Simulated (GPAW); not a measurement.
# Si2W (I4/mmm) in GPAW: single point with PBE

Aim: the single point of Si2W with PBE.

All numbers are computed with GPAW 26.7.0; they aren't measurements. Logs are shortened: lines on timing, memory, paths and dates and some standing lists are left out, and cuts for length are marked. The log counts tension as positive stress, the text compression.

### 1 Starting point

The structure is tetragonal, space group I4/mmm (No. 139). The conventional cell has a = 3.214 Å, b = 3.214 Å, c = 7.830 Å, α = 90.00°, β = 90.00°, γ = 90.00°. W (site symmetry 4/mmm) has 10 Si at 2.62 Å as nearest neighbours. Around Si (site symmetry 4mm) lie 5 Si at 2.59 to 2.63 Å and 5 W at 2.62 Å.

### 2 Single point, PBE

run.py reads:

```python
import spglib
from ase import Atoms
from ase.dft.bandgap import bandgap
from ase.io import read, write
from ase.units import GPa
from gpaw import GPAW, PW

atoms = read('Si2W.cif')
cell, positions, numbers = spglib.find_primitive(
    (atoms.cell[:], atoms.get_scaled_positions(), atoms.numbers), symprec=1e-4)
atoms = Atoms(numbers, cell=cell, scaled_positions=positions, pbc=True)

calc = GPAW(mode=PW(500),
            xc='PBE',
            kpts={'size': (9, 9, 9), 'gamma': True},
            occupations={'name': 'fermi-dirac', 'width': 0.05},
            nbands=23,
            maxiter=120,
            txt='gpaw.txt')
atoms.calc = calc
energy = atoms.get_potential_energy()
forces = atoms.get_forces()
stress = atoms.get_stress()
calc.write('gs.gpw')
write('result.traj', atoms)
print(f'Energy: {energy:.6f} eV')
print('Forces (eV/A):')
print(forces.round(4))
print('Stress (GPa):', (stress / GPa).round(3))
print('Fermi level:', round(calc.get_fermi_level(), 4), 'eV')
print(f'Gap: {bandgap(calc)[0]:.4f} eV, direct: {bandgap(calc, direct=True)[0]:.4f} eV')
```

Si2W.cif reads:

```cif
data_Si2W
_cell_length_a 3.21380000
_cell_length_b 3.21380000
_cell_length_c 7.82990000
_cell_angle_alpha 90.00000000
_cell_angle_beta 90.00000000
_cell_angle_gamma 90.00000000
_space_group_name_H-M_alt 'I4/mmm'
_space_group_name_Hall '-I 4 2'
_space_group_IT_number 139
loop_
_space_group_symop_operation_xyz
'x,y,z'
'-x,-y,-z'
'-y,x,z'
'y,-x,-z'
'-x,-y,z'
'x,y,-z'
'y,-x,z'
'-y,x,-z'
'x,-y,-z'
'-x,y,z'
'-y,-x,-z'
'y,x,z'
'-x,y,-z'
'x,-y,z'
'y,x,-z'
'-y,-x,z'
'x+1/2,y+1/2,z+1/2'
'-x+1/2,-y+1/2,-z+1/2'
'-y+1/2,x+1/2,z+1/2'
'y+1/2,-x+1/2,-z+1/2'
'-x+1/2,-y+1/2,z+1/2'
'x+1/2,y+1/2,-z+1/2'
'y+1/2,-x+1/2,z+1/2'
'-y+1/2,x+1/2,-z+1/2'
'x+1/2,-y+1/2,-z+1/2'
'-x+1/2,y+1/2,z+1/2'
'-y+1/2,-x+1/2,-z+1/2'
'y+1/2,x+1/2,z+1/2'
'-x+1/2,y+1/2,-z+1/2'
'x+1/2,-y+1/2,z+1/2'
'y+1/2,x+1/2,-z+1/2'
'-y+1/2,-x+1/2,z+1/2'
loop_
_atom_site_label
_atom_site_type_symbol
_atom_site_symmetry_multiplicity
_atom_site_Wyckoff_symbol
_atom_site_fract_x
_atom_site_fract_y
_atom_site_fract_z
_atom_site_occupancy
W1 W 2 a 0.0000000000 0.0000000000 0.0000000000 1
Si1 Si 4 e 0.5000000000 0.5000000000 0.1653000000 1
```

Potentials or basis: GPAW PAW data sets (gpaw-data 1.2.1), pw.

Launch:

```sh
$ OMP_NUM_THREADS=1 python run.py
```

gpaw.txt:

```text
__  _  _
 | _ |_)|_||  |
 |__||  | ||/\| - 26.7.0

Input parameters:
  mode=PW(ecut=500.0),
  kpts=MonkhorstPack(size=(9, 9, 9), gamma=True),
  maxiter=120,
  nbands=23,
  occupations=Occupations(name='fermi-dirac', width=0.05),
  xc=XC(name='PBE')

Diagonalizing LCAO Hamiltonian
Converting LCAO to pw mode

       Si

       Si

       W

Atoms  # Å, Bohr magnetons
|   | symbol |         x |         y |        z |    initial magnetic moments |
|---|--------|-----------|-----------|----------|-----------------------------|
| 0 |      W |  0.000000 |  0.000000 | 0.000000 | ( 0.0000,  0.0000,  0.0000) |
| 1 |     Si | -0.000000 |  0.000000 | 5.209232 | ( 0.0000,  0.0000,  0.0000) |
| 2 |     Si |  0.000000 | -0.000000 | 2.620668 | ( 0.0000,  0.0000,  0.0000) |

Unit cell  # Å
| periodic |         x |         y |         z |  lengths |     angles |
|----------|-----------|-----------|-----------|----------|------------|
|      yes | -1.606900 |  1.606900 |  3.914950 | 4.526708 | 138.415317 |
|      yes |  1.606900 | -1.606900 |  3.914950 | 4.526708 | 138.415317 |
|      yes |  1.606900 |  1.606900 | -3.914950 | 4.526708 |  60.267513 |

Number of symmetries: 16
Symmetry operations  # r_c * U_cc + t_c -> r_c
|    | kind |            matrix            |
|----|------|------------------------------|
|  0 |  σ   |  1, 1, 1,  0, 0,-1,  0,-1, 0 |
|  1 |  C4  |  1, 1, 1,  0, 0,-1, -1, 0, 0 |
|  2 |  E   |  1, 0, 0,  0, 1, 0,  0, 0, 1 |
|  3 |  σ   |  1, 0, 0,  0, 1, 0, -1,-1,-1 |
|  4 |  σ   |  0, 1, 0,  1, 0, 0,  0, 0, 1 |
|  5 |  C2  |  0, 1, 0,  1, 0, 0, -1,-1,-1 |
|  6 |  C2  |  0, 0, 1, -1,-1,-1,  1, 0, 0 |
|  7 |  S4  |  0, 0, 1, -1,-1,-1,  0, 1, 0 |
|  8 |  C4  |  0, 0,-1,  1, 1, 1,  0,-1, 0 |
|  9 |  σ   |  0, 0,-1,  1, 1, 1, -1, 0, 0 |
| 10 |  σ   |  0,-1, 0, -1, 0, 0,  1, 1, 1 |
| 11 |  C2  |  0,-1, 0, -1, 0, 0,  0, 0,-1 |
| 12 |  C2  | -1, 0, 0,  0,-1, 0,  1, 1, 1 |
| 13 |  i   | -1, 0, 0,  0,-1, 0,  0, 0,-1 |
| 14 |  S4  | -1,-1,-1,  0, 0, 1,  1, 0, 0 |
| 15 |  C2  | -1,-1,-1,  0, 0, 1,  0, 1, 0 |

BZ-sampling:
  Number of BZ points: 729
  Number of IBZ points: 75

  Monkhorst-Pack size: [9, 9, 9]
  Monkhorst-Pack shift: [0, 0, 0]

K-points  # in reciprocal-cell coordinates
|     |                                coordinates |     weight |
|-----|--------------------------------------------|------------|
|   0 | (  0.00000000,   0.00000000,   0.00000000) | 0.00137174 |
|   1 | (  0.11111111,  -0.11111111,   0.00000000) | 0.00548697 |
|   2 | (  0.11111111,  -0.11111111,   0.11111111) | 0.00548697 |
|   3 | (  0.11111111,   0.00000000,   0.00000000) | 0.01097394 |
|   4 | (  0.11111111,   0.11111111,  -0.11111111) | 0.00274348 |
|   5 | (  0.22222222,  -0.22222222,   0.00000000) | 0.00548697 |
|   6 | (  0.22222222,  -0.22222222,   0.11111111) | 0.01097394 |
|   7 | (  0.22222222,  -0.22222222,   0.22222222) | 0.00548697 |
|   8 | (  0.22222222,  -0.11111111,   0.00000000) | 0.02194787 |
|   9 | (  0.22222222,  -0.11111111,   0.11111111) | 0.01097394 |
| ... |                                            |            |
|  74 | (  0.44444444,   0.44444444,   0.44444444) | 0.01097394 |

Plane wave coefficients: 1042
Cutoff: 500.0 eV

Spin-components: 1 (collinear spins)
Bands:           23
Projectors:      16
Spin-degeneracy: 2
Datatype:        complex128

Parallelization:
  kpt:    1
  domain: 1
  band:   1

Density:
  Valence electrons: 22.0
  Components: 1
  Grid points: [24 24 24]
  Charge: 0.0  # |e|

Potential:
  Grid points: [24 24 24]

species:
  W:
    name:    Tungsten
    Z:       74.0
    valence: 14
    core:    60
    charge:  0.0  # [|e|]
    compensation charges:
      type: gauss
      rc: 0.40  # [Å]
      lmax: 2
    cutoffs:
      filter: 2.36  # [Å]
      core: 3.02  # [Å]
    projectors
    | kind |    occ | energy [eV] | rcut [Å] |
    |------|--------|-------------|----------|
    |   5s |  2.000 |     -78.830 |    1.344 |
    |   6s |  2.000 |      -5.697 |    1.344 |
    |   5p |  6.000 |     -43.233 |    1.355 |
    |   6p |  0.000 |      -1.367 |    1.355 |
    |   5d |  4.000 |      -4.494 |    1.228 |
    |    d |        |      22.717 |    1.228 |

    Using partial waves for W as LCAO basis

  Si:
    name:    Silicon
    Z:       14.0
    valence: 4
    core:    10
    charge:  0.0  # [|e|]
    compensation charges:
      type: gauss
      rc: 0.33  # [Å]
      lmax: 2
    cutoffs:
      filter: 1.86  # [Å]
      core: 2.06  # [Å]
    projectors
    | kind |    occ | energy [eV] | rcut [Å] |
    |------|--------|-------------|----------|
    |   3s |  2.000 |     -10.812 |    1.058 |
    |   3p |  2.000 |      -4.081 |    1.058 |
    |    s |        |      16.399 |    1.058 |
    |    p |        |      23.130 |    1.058 |
    |    d |        |       0.000 |    1.058 |

    Using partial waves for Si as LCAO basis

Reference energy: -454544.360156  # eV

eigensolver:
  PPCG
  Converge bands: occupied
  niter=2

density mixing:
  MSR1-Mixer
  Pratt-step length: 0.05
  Maximum mixing coefficient: 0.75
  Old densities: 10
  SVD Regularization: 0.005
  Good broyden scale: 1.0
  Trust region scale: 1.0
  Backstep threshold: 4.0
  History deletion threshold: 6.0
  Fourier metric: weight=20.0, sigma=0.015

occupation numbers:
  Fermi-Dirac:
    width: 0.0500  # eV

poisson solver:
  ecut: 4000.0  # eV

xc functional:
  name: PBE with 2 nearest neighbor stencil

convergence criteria:
- Maximum [total energy] change in last 3 cyles: 0.0005 eV / valence electron
- Maximum integral of absolute [dens]ity change: 0.0001 electrons / valence electron
- Maximum integral of absolute [eigenst]ate change: 4e-08 eV^2 / valence electron
maximum number of iterations: 120

SCF iterations
|iter     | |      energy | eigst |  dens |
|---------|-|-------------|-------|-------|
|iter:   1| |  -23.411709 | +0.23 |       |
|iter:   2| |  -23.403292 | -2.60 | -1.19 |
|iter:   3| |  -23.358544 | -2.42 | -1.22 |
|iter:   4| |  -23.365083 | -3.05 | -1.79 |
|iter:   5| |  -23.363336c| -3.90 | -2.29 |
|iter:   6| |  -23.363352c| -4.58 | -2.52 |
|iter:   7| |  -23.363354c| -6.45 | -3.48 |
|iter:   8| |  -23.363354c| -7.81c| -4.16c|

Converged in 8 steps
Energy contributions relative to reference atoms: (reference = -454544.360156)

Energy contributions:
  Kinetic:          21.156980
  Coulomb:         -17.220561
  Zero:             -0.075314
  External:          0.000000
  Xc:              -27.223031
  Entropy:          -0.002854
  Spinorbit:         0.000000
  ----------------------------
  Free energy:     -23.364782
  Extrapolated:    -23.363354

dipole moment: (-12.932623, -12.932623, 2.437738)  # |e|*Ang

Fermi level: 12.626
Eigenvalues  # (at kpt = [0.000, 0.000, 0.000])
| band index |      eig [eV] | occ [0-2] |
|------------|---------------|-----------|
|          0 |       -60.943 |     2.000 |
|        ... |               |           |
|          2 |       -25.451 |     2.000 |
|          3 |       -25.451 |     2.000 |
|          4 |        -1.375 |     2.000 |
|          5 |         5.847 |     2.000 |
|          6 |         8.950 |     2.000 |
|          7 |         9.378 |     2.000 |
[... 8 lines left out ...]
|         16 |        18.389 |     0.000 |
|         17 |        18.389 |     0.000 |
|        ... |               |           |
|         22 |        27.375 |     0.000 |

No gap
No difference between direct/indirect transitions

Forces  # eV/Ang
|       x |        y |        z |
|---------|----------|----------|
| 0.00000 |  0.00000 |  0.00000 |  # W    0
| 0.00000 |  0.00000 |  0.05453 |  # Si   1
| 0.00000 | -0.00000 | -0.05453 |  # Si   2

Stress tensor  # eV/Ang^3
|         x |         y |         z |
|-----------|-----------|-----------|
| -0.023942 |  0.000000 |  0.000000 |
|  0.000000 | -0.023942 | -0.000000 |
|  0.000000 | -0.000000 | -0.026367 |

# Writing to gs.gpw (mode='')
```

Run time: 48 s. Hardware: 1 thread of Arm Neoverse V1, shared host; peak memory 0.18 GiB.

What came out:

```
Free energy            : -23.3648 eV
Pressure               : 4.0 GPa
Largest force          : 0.055 eV/Å
Band gap on the k mesh : none (metal or under the smearing width)
```

Forces in eV/Å, atoms in the order of the input:
```
W    0.000  0.000  0.000
Si   0.000  0.000  0.055
Si   0.000  0.000 -0.055
```

Stress tensor (GPa, compression positive):
```
3.84 0.00 0.00
0.00 3.84 0.00
0.00 0.00 4.22
```

Levels at points of the mesh, in eV from the Fermi level:
```
           k point  band 8  band 9  band 10  band 11  band 12  band 13  band 14  band 15
(0.00, 0.00, 0.00)   -3.25   -2.77    -2.77     0.69     2.82     3.00     3.14     3.14
```

Caveat: the cutoff is short for stress and forces, so pressures can be off by a GPa or more. The run has no spin-orbit coupling, so splittings on W are missing.
